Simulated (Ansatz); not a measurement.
# Zn₂₄O₂₅: course of a relaxation

The calculation used DFT PBE, scalar-relativistic, plane waves, PAW (Ansatz). (420 eV cutoff, 2×2×2 k-mesh, shifted by half a step, Gaussian smearing of 0.01 eV, no spin polarisation)

What was changed: O interstitial, charge -2, atoms relaxed at the host's cell.

In a supercell of 49 atoms the defect feels its periodic images.

Spin polarisation was left out.

Command:

```bash
ansatz run input.yaml --threads 4 --pin off --max-ram 6144MiB --backend cpu --events-out ev --progress --plain --runs-dir out
```

Input:

```yaml
crystal:
  lattice:
    - [-3.2793907958, 5.6800714764, 5.2932332175]
    - [-3.2793907959, -5.6800714763, 5.2932332175]
    - [6.5587815918, -1.0e-10, 5.2932332175]
  atoms:
    - { symbol: Zn, position: [0.333093369, 0.669546175, 0.4909751983] }
    - { symbol: Zn, position: [0.669546175, 0.4909751983, 0.333093369] }
    - { symbol: Zn, position: [-0.0013175547, 0.8371298656, 0.6583802396] }
    - { symbol: Zn, position: [0.1689476777, 0.5225551664, 0.8246012705] }
    - { symbol: Zn, position: [0.5225551664, 0.8246012705, 0.1689476777] }
    - { symbol: Zn, position: [0.1654637358, 0.0048111662, 0.3225332476] }
    - { symbol: Zn, position: [0.4909751983, 0.333093369, 0.669546175] }
    - { symbol: Zn, position: [0.8371298656, 0.6583802396, -0.0013175547] }
    - { symbol: Zn, position: [0.8246012705, 0.1689476777, 0.5225551664] }
    - { symbol: Zn, position: [0.3225332476, 0.1654637358, 0.0048111662] }
    - { symbol: Zn, position: [0.6583802396, -0.0013175547, 0.8371298656] }
    - { symbol: Zn, position: [0.0048111662, 0.3225332476, 0.1654637358] }
    - { symbol: Zn, position: [0.3284538388, 0.5031393281, 0.1630567631] }
    - { symbol: Zn, position: [0.659025149, 0.3344459459, -0.0004891105] }
    - { symbol: Zn, position: [-0.0004891105, 0.659025149, 0.3344459459] }
    - { symbol: Zn, position: [0.1630567631, 0.3284538388, 0.5031393281] }
    - { symbol: Zn, position: [0.4975745864, 0.6713145138, 0.8301290255] }
    - { symbol: Zn, position: [0.165541171, 0.8495210328, 0.004624497] }
    - { symbol: Zn, position: [0.5031393281, 0.1630567631, 0.3284538388] }
    - { symbol: Zn, position: [0.8301290255, 0.4975745864, 0.6713145138] }
    - { symbol: Zn, position: [0.8495210328, 0.004624497, 0.165541171] }
    - { symbol: Zn, position: [0.3344459459, -0.0004891105, 0.659025149] }
    - { symbol: Zn, position: [0.6713145138, 0.8301290255, 0.4975745864] }
    - { symbol: Zn, position: [0.004624497, 0.165541171, 0.8495210328] }
    - { symbol: O, position: [0.4618841801, 0.7922177096, 0.6192837015] }
    - { symbol: O, position: [0.7922177096, 0.6192837015, 0.4618841801] }
    - { symbol: O, position: [0.1305506522, 0.9560198117, 0.7757994089] }
    - { symbol: O, position: [0.2910249381, 0.6430130578, 0.9608181388] }
    - { symbol: O, position: [0.6430130578, 0.9608181388, 0.2910249381] }
    - { symbol: O, position: [0.296012344, 0.127767744, 0.4546390237] }
    - { symbol: O, position: [0.6192837015, 0.4618841801, 0.7922177096] }
    - { symbol: O, position: [0.9560198117, 0.7757994089, 0.1305506522] }
    - { symbol: O, position: [0.9608181388, 0.2910249381, 0.6430130578] }
    - { symbol: O, position: [0.4546390237, 0.296012344, 0.127767744] }
    - { symbol: O, position: [0.7757994089, 0.1305506522, 0.9560198117] }
    - { symbol: O, position: [0.127767744, 0.4546390237, 0.296012344] }
    - { symbol: O, position: [0.4654746236, 0.6208812891, 0.2906036623] }
    - { symbol: O, position: [0.7943806474, 0.4512103766, 0.1258053592] }
    - { symbol: O, position: [0.1258053592, 0.7943806474, 0.4512103766] }
    - { symbol: O, position: [0.2906036623, 0.4654746236, 0.6208812891] }
    - { symbol: O, position: [0.6316206837, 0.7861628647, 0.9560204414] }
    - { symbol: O, position: [0.3258182629, 0.9540061384, 0.1378252197] }
    - { symbol: O, position: [0.6208812891, 0.2906036623, 0.4654746236] }
    - { symbol: O, position: [0.9560204414, 0.6316206837, 0.7861628647] }
    - { symbol: O, position: [0.9540061384, 0.1378252197, 0.3258182629] }
    - { symbol: O, position: [0.4512103766, 0.1258053592, 0.7943806474] }
    - { symbol: O, position: [0.7861628647, 0.9560204414, 0.6316206837] }
    - { symbol: O, position: [0.1378252197, 0.3258182629, 0.9540061384] }
    - { symbol: O, position: [0.0600278672, 0.0600278672, 0.0600278672] }
  host:
    lattice:
      - [3.2793907959, 0.0, 0.0]
      - [-1.6396953979, 2.8400357382, 0.0]
      - [0.0, 0.0, 5.2932332175]
    atoms:
      - { symbol: Zn, position: [0.6666666667, 0.3333333333, 0.5006044103] }
      - { symbol: Zn, position: [0.3333333333, 0.6666666667, 0.0006044103] }
      - { symbol: O, position: [0.6666666667, 0.3333333333, 0.8797055897] }
      - { symbol: O, position: [0.3333333333, 0.6666666667, 0.3797055897] }
total_charge: -2
basis:
  ecutwfc: 420
  xc_grid: 2
kpoints:
  mp_grid: { grid: [2, 2, 2], shift: [0.5, 0.5, 0.5] }
hamiltonian:
  xc: pbe
scf:
  occupations: { method: gaussian, width: 0.01 }
output:
  forces: true
  stress: false
  eigenvalues: true
  charged_corrections:
    defect_position: [0.06944444, 0.06944444, 0.06944444]
    epsilon: [[10.5527, 0.0, 0.0], [0.0, 10.5527, 0.0], [0.0, 0.0, 11.5861]]
  write_density: true
  write_potential: true
  elf: true
  volumetric_format: npy
relax:
  adjacent_minimum: "off"
  f_tol: 0.025
  max_steps: 45
```

F is the free energy.

Steps:

| step | F − F(1) (eV) | largest force component (eV/Å) |
| --- | --- | --- |
| 1 | 0.0000 | 0.555 |
| 2 | -0.1374 | 0.254 |
| 3 | -0.1810 | 0.127 |
| 4 | -0.1861 | 0.021 |
| 5 | -0.1861 | 0.021 |

Relaxed structure:

```yaml
crystal:
  lattice:
    - [-3.27939, 5.68007, 5.29323]
    - [-3.27939, -5.68007, 5.29323]
    - [6.55878, 0.00000, 5.29323]
  atoms:
    - { symbol: Zn, position: [0.33239, 0.67000, 0.48769] }
    - { symbol: Zn, position: [0.67000, 0.48769, 0.33239] }
    - { symbol: Zn, position: [0.99820, 0.83921, 0.65564] }
    - { symbol: Zn, position: [0.16979, 0.52744, 0.82309] }
    - { symbol: Zn, position: [0.52744, 0.82309, 0.16979] }
    - { symbol: Zn, position: [0.16342, 0.00670, 0.31601] }
    - { symbol: Zn, position: [0.48769, 0.33239, 0.67000] }
    - { symbol: Zn, position: [0.83921, 0.65564, 0.99820] }
    - { symbol: Zn, position: [0.82309, 0.16979, 0.52744] }
    - { symbol: Zn, position: [0.31601, 0.16342, 0.00670] }
    - { symbol: Zn, position: [0.65564, 0.99820, 0.83921] }
    - { symbol: Zn, position: [0.00670, 0.31601, 0.16342] }
    - { symbol: Zn, position: [0.32697, 0.50250, 0.16012] }
    - { symbol: Zn, position: [0.65824, 0.33215, 0.99910] }
    - { symbol: Zn, position: [0.99910, 0.65824, 0.33215] }
    - { symbol: Zn, position: [0.16012, 0.32697, 0.50250] }
    - { symbol: Zn, position: [0.49765, 0.67175, 0.82962] }
    - { symbol: Zn, position: [0.16473, 0.85354, 0.00600] }
    - { symbol: Zn, position: [0.50250, 0.16012, 0.32697] }
    - { symbol: Zn, position: [0.82962, 0.49765, 0.67175] }
    - { symbol: Zn, position: [0.85354, 0.00600, 0.16473] }
    - { symbol: Zn, position: [0.33215, 0.99910, 0.65824] }
    - { symbol: Zn, position: [0.67175, 0.82962, 0.49765] }
    - { symbol: Zn, position: [0.00600, 0.16473, 0.85354] }
    - { symbol: O, position: [0.46142, 0.79159, 0.61802] }
    - { symbol: O, position: [0.79159, 0.61802, 0.46142] }
    - { symbol: O, position: [0.12922, 0.95526, 0.77401] }
    - { symbol: O, position: [0.29310, 0.64673, 0.96071] }
    - { symbol: O, position: [0.64673, 0.96071, 0.29310] }
    - { symbol: O, position: [0.29586, 0.12809, 0.45446] }
    - { symbol: O, position: [0.61802, 0.46142, 0.79159] }
    - { symbol: O, position: [0.95526, 0.77401, 0.12922] }
    - { symbol: O, position: [0.96071, 0.29310, 0.64673] }
    - { symbol: O, position: [0.45446, 0.29586, 0.12809] }
    - { symbol: O, position: [0.77401, 0.12922, 0.95526] }
    - { symbol: O, position: [0.12809, 0.45446, 0.29586] }
    - { symbol: O, position: [0.46687, 0.61869, 0.28972] }
    - { symbol: O, position: [0.79451, 0.44876, 0.12511] }
    - { symbol: O, position: [0.12511, 0.79451, 0.44876] }
    - { symbol: O, position: [0.28972, 0.46687, 0.61869] }
    - { symbol: O, position: [0.63361, 0.78366, 0.95527] }
    - { symbol: O, position: [0.33440, 0.95390, 0.14160] }
    - { symbol: O, position: [0.61869, 0.28972, 0.46687] }
    - { symbol: O, position: [0.95527, 0.63361, 0.78366] }
    - { symbol: O, position: [0.95390, 0.14160, 0.33440] }
    - { symbol: O, position: [0.44876, 0.12511, 0.79451] }
    - { symbol: O, position: [0.78366, 0.95527, 0.63361] }
    - { symbol: O, position: [0.14160, 0.33440, 0.95390] }
    - { symbol: O, position: [0.06538, 0.06538, 0.06538] }
```

The run converged. It took 120 s on 4 threads of Arm Neoverse V1 (shared host), peak memory 1.8 GiB.